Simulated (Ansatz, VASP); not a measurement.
## One calculation of BaS, two programs

File INCAR:

```
SYSTEM = BaS
PREC = Accurate
ENCUT = 600
EDIFF = 1E-6
ISMEAR = -1
SIGMA = 0.05
LREAL = .FALSE.
LASPH = .TRUE.
NELM = 80
ALGO = Fast
ISIF = 3
LWAVE = .FALSE.
LCHARG = .FALSE.
GGA = B5
ALDAX = 1.0
AGGAX = 1.0
AGGAC = 1.0
ALDAC = 0.0
IVDW = 13
VDW_S6 = 1.0
VDW_S8 = 2.34076671
VDW_A1 = 0.44488865
VDW_A2 = 4.0933009
IBRION = 2
NSW = 40
EDIFFG = -0.02
```

Contents of KPOINTS:

```
Automatic mesh
0
G
  7 7 7
  0 0 0
```

File POSCAR:

```
BaS
1.0
    0.0000000000      3.1937500000      3.1937500000
    3.1937500000      0.0000000000      3.1937500000
    3.1937500000      3.1937500000      0.0000000000
Ba S
1 1
Direct
    0.0000000000      0.0000000000      0.0000000000
    0.5000000000      0.5000000000      0.5000000000
```

input.yaml

```yaml
crystal:
  lattice:
    - [0.0, 3.19375, 3.19375]
    - [3.19375, 0.0, 3.19375]
    - [3.19375, 3.19375, 0.0]
  atoms:
    - { symbol: Ba, position: [0.0, 0.0, 0.0] }
    - { symbol: S, position: [0.5, 0.5, 0.5] }
hamiltonian:
  xc: blyp
  pseudopotentials: { kind: paw }
  dispersion: d4
kpoints:
  mp_grid: { grid: [7, 7, 7] }
scf:
  occupations: { method: fermi_dirac, width: 0.05 }
output:
  forces: true
  stress: true
relax:
  f_tol: 0.01
  max_steps: 40
  cell: { stress_tol: 0.05 }
```

Alike in both runs: task relaxation of cell and atoms; functional BLYP; dispersion D4; k mesh 7 × 7 × 7; occupations fermi-dirac, width 0.05 eV; no spin polarisation.

|  | VASP | Ansatz |
| --- | --- | --- |
| version | VASP 6.6.1 | Ansatz 0.2.0 |
| potentials or method | VASP PAW PBE potentials, release 64 (Ba_sv, S) | Ansatz PAW |
| plane-wave cutoff (eV) | 600 | 420 |
| valence electrons in the cell | 16 | 16 |

VASP gave:

- relaxed volume (Å³/atom): 33.65
- relaxed cell length with the largest relative difference (Å): 4.566
- energy change over the relaxation (meV/atom): -5

**Question.** What did Ansatz give for the same quantities?

**Answer.** Relaxed volume (Å³/atom): 33.18; relaxed cell length with the largest relative difference (Å): 4.544; energy change over the relaxation (meV/atom): -1.

Caveats: spin-orbit coupling is left out, which moves the levels of the heavy elements; the PAW data sets were made with another functional, which shifts forces and pressure a little (VASP); an odd mesh through Γ misses points on the zone boundary, where band edges often lie (VASP); odd divisions of the mesh miss points on the zone boundary, where band edges often lie, so the gap on the mesh can be too wide (Ansatz); the plane-wave basis is chosen anew once the cell has moved, so the energies of steps on either side of that aren't comparable (Ansatz); the PAW data sets come from PBE, with cores solved anew for the run's functional, which leaves a small shift of forces and pressure (Ansatz). As with any semilocal functional, this BLYP gap is likely too small.
